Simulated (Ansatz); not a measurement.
# In: a relaxation

Aim: a sound relaxation of In.

Computed with Ansatz 0.2.0 (DFT, PBEsol, PAW with Ansatz's default frozen-core files, scalar-relativistic; relaxation of cell and atoms, unless a step's input says otherwise).

### Step 1. The structure to begin with

Symmetry: I4/mmm, No. 139, tetragonal system. The conventional cell has a = 3.251 Å, b = 3.251 Å, c = 4.947 Å, α = 90.00°, β = 90.00°, γ = 90.00°. In (site symmetry 4/mmm) is surrounded by 12 In at 3.25 to 3.38 Å.

The input asks for a charge of -4 e on the cell.

As a file:

```
In
1.0
    -1.62547    1.62547    2.47370
     1.62547   -1.62547    2.47370
     1.62547    1.62547   -2.47370
In
1
Direct
  0.00000 0.00000 0.00000
```

### Step 2. Running it

Input file input.yaml:

```yaml
crystal:
  lattice:
    - [-1.62547, 1.62547, 2.4737]
    - [1.62547, -1.62547, 2.4737]
    - [1.62547, 1.62547, -2.4737]
  atoms:
    - { symbol: In, position: [0.0, 0.0, 0.0] }
kpoints:
  mp_grid: { grid: [16, 16, 16] }
scf:
  occupations: { method: fermi_dirac, width: 0.05 }
  max_iter: 60
hamiltonian:
  xc: pbesol
  pseudopotentials: { kind: paw }
relax:
  f_tol: 0.002
  max_steps: 80
  cell: {}
output:
  forces: true
  stress: true
  write_density: true
  write_potential: true
  elf: true
  volumetric_format: npy
total_charge: -4
```

Started as:

```
ansatz run input.yaml --threads 1 --pin off --max-ram 3072MiB --backend cpu --events-out ev --progress --plain --runs-dir out
```

Q: Will this input give a usable result? If not, why, and what should change?

This run ends as converged. Convergence says nothing about whether the input makes sense.

In the input, total_charge is -4. The typed charge changes the electron count, so this is no longer the system that was meant.

Run again and compare: delete total_charge (the default then holds).
